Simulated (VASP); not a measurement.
# Bi2Te3 (Tellurobismuthite): Cu into a neighbouring Te vacancy, part 4 of 4

How hard is this move in Bi2Te3 (Tellurobismuthite): Cu into a neighbouring Te vacancy? Both ends are relaxed first, then a band of images between them. The start is a cell from a database of measured crystal structures.

VASP 6.6.1, plane waves and PAW; the level of theory is named at each step.

So far. Step 3 (Relax the host again, on a new basis): The start already met the threshold, so nothing moved. Step 4 (Relax the start): The run ended after 16 ionic steps, 0.569 eV below its first step, once the forces on the free atoms met EDIFFG = -0.05.

## Step 6: Nudged elastic band

Level of this step: PBE, spin-polarised, with small moments to start from; plane waves and PAW (Bi, Te, Cu) (VASP).

Images on a straight line between the ends relax across the path, while springs keep them spaced along it.

Contents of INCAR:

```
SYSTEM = CuBi8Te10
PREC = Normal
ENCUT = 300
EDIFF = 1E-05
NELM = 120
ISMEAR = 0
SIGMA = 0.05
LREAL = Auto
ALGO = Fast
GGA = PE
NBANDS = 86
ISPIN = 2
MAGMOM = 0 0 0 0 0 0 0 0 0 0 0.6 0 0.6 0 0 0 0 0 0.6
LASPH = .TRUE.
LMAXMIX = 4
LWAVE = .FALSE.
LCHARG = .FALSE.
IMAGES = 3
SPRING = -5
IBRION = 1
POTIM = 0.3
NSW = 60
EDIFFG = -0.05
ISYM = 0
ISIF = 0
```

Contents of POSCAR:

```
CuBi8Te10
1.0
    2.2222077366      1.2829922349     10.6079868571
   -4.4444154732      2.5659844698     21.2159737142
    0.0000000000     -5.1319689398     21.2159737142
Bi Te Cu
8 10 1
Direct
    0.5939564366      0.2998092984      0.3054821323
    0.6323572633      0.2887454658      0.7907869049
    0.5978332521      0.8020943915      0.3032189890
    0.5975489607      0.8025537743      0.7937349477
    0.3981012929      0.1944193380      0.1969187599
    0.4079069619      0.2089998088      0.6875256295
    0.3965611335      0.6941306894      0.1982495723
    0.3919611972      0.7005621581      0.7014689796
    0.7936703939      0.3875189203      0.8925709731
    0.7727735830      0.8974565462      0.3906934048
    0.7773155329      0.8998554077      0.8887373069
    0.2049044455      0.1067269636      0.1136453105
    0.2056289450      0.6029756501      0.1156224331
    0.2236918715      0.6048411640      0.6057952514
    0.0031642040      0.0074674858      0.9999519342
    0.9926129903      0.9954469935      0.5074447757
    0.9808998467      0.5054084683      0.0010085607
    0.9948900600      0.4984843693      0.5051022465
    0.2396855040      0.1101631618      0.6155156066
```

Contents of KPOINTS:

```
Automatic mesh
0
Gamma
3 2 2
0 0 0
```

Contents of 00/POSCAR:

```
CuBi8Te10
1.0
    2.2222077366      1.2829922349     10.6079868571
   -4.4444154732      2.5659844698     21.2159737142
    0.0000000000     -5.1319689398     21.2159737142
Bi Te Cu
8 10 1
Direct
    0.5939564366      0.2998092984      0.3054821323
    0.6323572633      0.2887454658      0.7907869049
    0.5978332521      0.8020943915      0.3032189890
    0.5975489607      0.8025537743      0.7937349477
    0.3981012929      0.1944193380      0.1969187599
    0.4079069619      0.2089998088      0.6875256295
    0.3965611335      0.6941306894      0.1982495723
    0.3919611972      0.7005621581      0.7014689796
    0.7936703939      0.3875189203      0.8925709731
    0.7727735830      0.8974565462      0.3906934048
    0.7773155329      0.8998554077      0.8887373069
    0.2049044455      0.1067269636      0.1136453105
    0.2056289450      0.6029756501      0.1156224331
    0.2236918715      0.6048411640      0.6057952514
    0.0031642040      0.0074674858      0.9999519342
    0.9926129903      0.9954469935      0.5074447757
    0.9808998467      0.5054084683      0.0010085607
    0.9948900600      0.4984843693      0.5051022465
    0.2396855040      0.1101631618      0.6155156066
```

Contents of 01/POSCAR:

```
CuBi8Te10
1.0
    2.2222077366      1.2829922349     10.6079868571
   -4.4444154732      2.5659844698     21.2159737142
    0.0000000000     -5.1319689398     21.2159737142
Bi Te Cu
8 10 1
Direct
    0.5942279074      0.2981672408      0.3065681455
    0.6251373535      0.2923170797      0.7939006038
    0.6002516414      0.8011350521      0.3024150530
    0.5975602369      0.8037545837      0.7957932095
    0.3898043828      0.1988251485      0.1999833386
    0.4080934956      0.2068937080      0.6889728859
    0.3985167529      0.6940629519      0.2005891880
    0.3944621450      0.7000010954      0.7002843587
    0.7936932820      0.3887536472      0.8914147949
    0.7742744650      0.8968689611      0.3909679353
    0.7812920906      0.8987013285      0.8881613024
    0.2050237106      0.1076481017      0.1125714304
    0.2090576856      0.6021650198      0.1148456150
    0.2250674290      0.6041404515      0.6064394399
    0.0076265774      0.0041089747      0.9994947509
    0.9954613506      0.9966063627      0.5048370165
    0.9850086438      0.5024264330      0.0000861340
    0.9973784564      0.4996729513      0.5025167207
    0.1215448171      0.1803243468      0.5571973454
```

Contents of 02/POSCAR:

```
CuBi8Te10
1.0
    2.2222077366      1.2829922349     10.6079868571
   -4.4444154732      2.5659844698     21.2159737142
    0.0000000000     -5.1319689398     21.2159737142
Bi Te Cu
8 10 1
Direct
    0.5944993781      0.2965251832      0.3076541586
    0.6179174437      0.2958886936      0.7970143027
    0.6026700308      0.8001757126      0.3016111171
    0.5975715131      0.8049553932      0.7978514712
    0.3815074728      0.2032309589      0.2030479173
    0.4082800293      0.2047876071      0.6904201424
    0.4004723723      0.6939952144      0.2029288038
    0.3969630928      0.6994400326      0.6990997378
    0.7937161702      0.3899883740      0.8902586168
    0.7757753471      0.8962813760      0.3912424658
    0.7852686484      0.8975472493      0.8875852980
    0.2051429757      0.1085692398      0.1114975502
    0.2124864262      0.6013543896      0.1140687968
    0.2264429864      0.6034397390      0.6070836284
    0.0120889508      0.0007504636      0.9990375676
    0.9983097108      0.9977657320      0.5022292572
    0.9891174410      0.4994443976     -0.0008362927
    0.9998668529      0.5008615332      0.4999311949
    0.0034041302      0.2504855317      0.4988790843
```

Contents of 03/POSCAR:

```
CuBi8Te10
1.0
    2.2222077366      1.2829922349     10.6079868571
   -4.4444154732      2.5659844698     21.2159737142
    0.0000000000     -5.1319689398     21.2159737142
Bi Te Cu
8 10 1
Direct
    0.5947708488      0.2948831257      0.3087401718
    0.6106975339      0.2994603074      0.8001280015
    0.6050884201      0.7992163732      0.3008071812
    0.5975827893      0.8061562026      0.7999097330
    0.3732105627      0.2076367694      0.2061124960
    0.4084665631      0.2026815062      0.6918673988
    0.4024279917      0.6939274769      0.2052684195
    0.3994640407      0.6988789699      0.6979151168
    0.7937390584      0.3912231009      0.8891024386
    0.7772762292      0.8956937908      0.3915169964
    0.7892452061      0.8963931701      0.8870092936
    0.2052622408      0.1094903779      0.1104236700
    0.2159151669      0.6005437594      0.1132919787
    0.2278185438      0.6027390266      0.6077278169
    0.0165513241     -0.0026080474      0.9985803843
    1.0011580711      0.9989251012      0.4996214980
    0.9932262381      0.4964623623     -0.0017587193
    1.0023552493      0.5020501152      0.4973456691
   -0.1147365567      0.3206467166      0.4405608231
```

Contents of 04/POSCAR:

```
CuBi8Te10
1.0
    2.2222077366      1.2829922349     10.6079868571
   -4.4444154732      2.5659844698     21.2159737142
    0.0000000000     -5.1319689398     21.2159737142
Bi Te Cu
8 10 1
Direct
    0.5950423196      0.2932410681      0.3098261850
    0.6034776241      0.3030319213      0.8032417004
    0.6075068094      0.7982570338      0.3000032452
    0.5975940655      0.8073570120      0.8019679948
    0.3649136527      0.2120425799      0.2091770747
    0.4086530968      0.2005754054      0.6933146552
    0.4043836111      0.6938597394      0.2076080352
    0.4019649885      0.6983179072      0.6967304959
    0.7937619465      0.3924578278      0.8879462604
    0.7787771112      0.8951062057      0.3917915269
    0.7932217638      0.8952390909      0.8864332891
    0.2053815059      0.1104115160      0.1093497899
    0.2193439075      0.5997331291      0.1125151606
    0.2291941013      0.6020383141      0.6083720054
    0.0210136975     -0.0059665585      0.9981232010
    1.0040064313      1.0000844704      0.4970137388
    0.9973350352      0.4934803270     -0.0026811460
    1.0048436458      0.5032386972      0.4947601433
   -0.2328772436      0.3908079016      0.3822425619
```

Potentials, in the order of the species: Bi, Te and Cu (PBE family, release 64).

The run is started by

```
$ mpirun -np 3 vasp_std
```

What it wrote:

```text
[banner, memory and clock lines left out]
running    3 mpi-ranks, on    1 nodes
 each image running on    1 cores
[...]
01/POSCAR found :  3 types and      19 ions
 LDA part: xc-table for (Slater+PW92), standard interpolation
[...]
00/POSCAR found :  3 types and      19 ions
[...]
04/POSCAR found :  3 types and      19 ions
 POSCAR, INCAR and KPOINTS ok, starting setup
[...]
entering main loop
       N       E                     dE             d eps       ncg     rms          rms(c)
DAV:   1     0.445976400632E+03    0.44598E+03   -0.26990E+04  2752   0.661E+02
DAV:   2    -0.174971783655E+02   -0.46347E+03   -0.42868E+03  3216   0.144E+02
DAV:   3    -0.650403364876E+02   -0.47543E+02   -0.45872E+02  3496   0.544E+01
DAV:   4    -0.678507759513E+02   -0.28104E+01   -0.27962E+01  3976   0.165E+01
[...]
RMM:  13    -0.667971396230E+02   -0.26978E-04   -0.17024E-04  2995   0.372E-02    0.282E-02
RMM:  14    -0.667971529780E+02   -0.13355E-04   -0.49078E-05  2462   0.273E-02    0.154E-02
RMM:  15    -0.667971617314E+02   -0.87533E-05   -0.18701E-05  1941   0.182E-02
   1 F= -.66797162E+02 E0= -.66790156E+02  d E =-.667972E+02  mag=     0.0130
[... from here on, the cycles between the ionic steps are left out ...]
   2 F= -.66823589E+02 E0= -.66816564E+02  d E =-.264274E-01  mag=     0.0016
   3 F= -.66979699E+02 E0= -.66972507E+02  d E =-.156109E+00  mag=     0.0001
   4 F= -.67013384E+02 E0= -.67006202E+02  d E =-.336857E-01  mag=     0.0000
   5 F= -.67061947E+02 E0= -.67054766E+02  d E =-.485632E-01  mag=    -0.0000
   6 F= -.67073343E+02 E0= -.67066130E+02  d E =-.113957E-01  mag=     0.0000
   7 F= -.67096086E+02 E0= -.67088550E+02  d E =-.227426E-01  mag=     0.0000
   8 F= -.67105571E+02 E0= -.67097782E+02  d E =-.948528E-02  mag=     0.0000
   9 F= -.67123743E+02 E0= -.67115103E+02  d E =-.181717E-01  mag=     0.0000
 BRION: g(F)=  0.106E-01 g(S)=  0.000E+00
 BRIONS problems: POTIM should be increased
 retain N=  1 mean eig=10.58
 eig:  10.576
[...]
N       E                     dE             d eps       ncg     rms          rms(c)
DAV:   1    -0.671271793504E+02   -0.34418E-02   -0.42501E-01  3080   0.154E+00    0.130E-01
RMM:   3    -0.671281467702E+02   -0.14669E-03   -0.19807E-03  3199   0.197E-01    0.550E-02
 hard stop encountered!  aborting job ...
|                                                                             |
|           W    W    AA    RRRRR   N    N  II  N    N   GGGG   !!!           |
|           W    W   A  A   R    R  NN   N  II  NN   N  G    G  !!!           |
|           W    W  A    A  R    R  N N  N  II  N N  N  G       !!!           |
|           W WW W  AAAAAA  RRRRR   N  N N  II  N  N N  G  GGG   !            |
|           WW  WW  A    A  R   R   N   NN  II  N   NN  G    G                |
|           W    W  A    A  R    R  N    N  II  N    N   GGGG   !!!           |
|                                                                             |
|     The electronic self-consistency was not achieved in the given           |
|     number of steps (NELM). The forces and other quantities evaluated       |
|     might not be reliable so examine the results carefully. If you find     |
|     spurious results, we suggest increasing NELM, if you were close to      |
|     convergence or switching to a different ALGO or adjusting the           |
|     density mixing parameters otherwise.                                    |
|                                                                             |

 soft stop encountered!  aborting job ...
```

Run time: 89 min. Hardware: 3 MPI ranks of Intel Xeon 6975P-C (Granite Rapids), shared host.

The run was stopped at its time limit, so it gives no result of its own.

## Step 7: Summary of results

```yaml
result: none
```

What this shows: The session ends without its result: «nudged elastic band» met its time limit.

[Lines on the potential files, build, host, timing and source positions are cut from VASP's logs without a mark.]

[Logs are printed without paths, hosts, clocks, repeated set-up lines and the standing remarks that a program may print on its own settings, such as how far it seeks lower states.]

[Hosts, paths, dates, database ids (printed as entryN), source tags and the programs' standing remarks are cut or masked in the printed files.]

[Runs that stopped without an error message from VASP are left out.]
